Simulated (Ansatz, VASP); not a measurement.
Se: VASP beside Ansatz

```
CELL_PARAMETERS angstrom
4.04152 0.00000 0.00000
-2.02076 3.50006 0.00000
0.00000 0.00000 5.11790
ATOMIC_POSITIONS crystal
Se 0.24864 0.00000 0.33333
Se 0.00000 0.24864 0.66667
Se 0.75136 0.75136 0.00000
```

Alike in both runs: functional PBEsol; k mesh 6 × 6 × 6; occupations gaussian, width 0.02 eV; no spin polarisation.

Ansatz relaxed the structure, and its values are those at the end. VASP's run is a single point on that final structure, the one shown.

```csv
,VASP,Ansatz
version,VASP 6.6.1,Ansatz 0.2.0
potentials or method,"VASP PAW PBE potentials, release 64 (Se)","scalar-relativistic, plane waves, PAW"
plane-wave cutoff (eV),520,420
valence electrons in the cell,18,48
```

Ansatz gave:

| Item | Value |
| --- | --- |
| gap on the k mesh at the Fermi level (eV) | 0.46 |
| least direct gap on the mesh (eV) | 0.46 |
| pressure (GPa) | 0.0 |
| rms of the force components (eV/Å) | 0.000 |

Estimate VASP's values.

gap on the k mesh at the Fermi level (eV): 0.45; least direct gap on the mesh (eV): 0.45; pressure (GPa): 0.2; rms of the force components (eV/Å): 0.018.

The two sets of potentials don't hold the same shells in valence.

Caveats: the PAW data sets were made with another functional, which shifts forces and pressure a little (VASP).
